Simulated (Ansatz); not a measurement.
## Calculated ⁶⁹Ga nuclear quadrupole resonance for GaP under strain

Cell: a COD entry, relaxed with PBE at fixed cell and then changed (z stretched by 2 %, ions relaxed).

```yaml
crystal:
  lattice:
    - [0.00000, 2.72525, 2.77976]
    - [2.72525, 0.00000, 2.77976]
    - [2.72525, 2.72525, 0.00000]
  atoms:
    - { symbol: Ga, position: [0.00000, 0.00000, 0.00000] }
    - { symbol: P, position: [0.25000, 0.25000, 0.25000] }
```

Atoms are numbered from 1 in the order listed; like atoms form one site, named after its first atom.

Method: Kohn–Sham DFT in Ansatz, PBE, plane waves and PAW, scalar-relativistic, 420 eV cutoff, Γ-centred 14×14×14 k-points, Fermi–Dirac smearing 0.02 eV.

⁶⁹Ga: I = 3/2, Q = 171.0 mb (year-2017 value). Static lattice, zero field.

Problem. Predict the zero-field ⁶⁹Ga lines of each site.

Solution. For I = 3/2 there is one line, ν = (|C_Q|/2)(1 + η²/3)^½.

```
site  atoms  V_zz (10²¹ V/m²)  C_Q (MHz)     η  line frequencies (MHz)
  Ga      1             -0.39      -1.60  0.00                   0.800
```

Problem. And for Ga-71 (I = 3/2, Q = 107.0 mb) on Ga?

Solution. C_Q scales with Q to -1.00 MHz, with lines at 0.501 MHz.

An axis of threefold or higher order runs through Ga, so V_zz lies along it and η is zero.
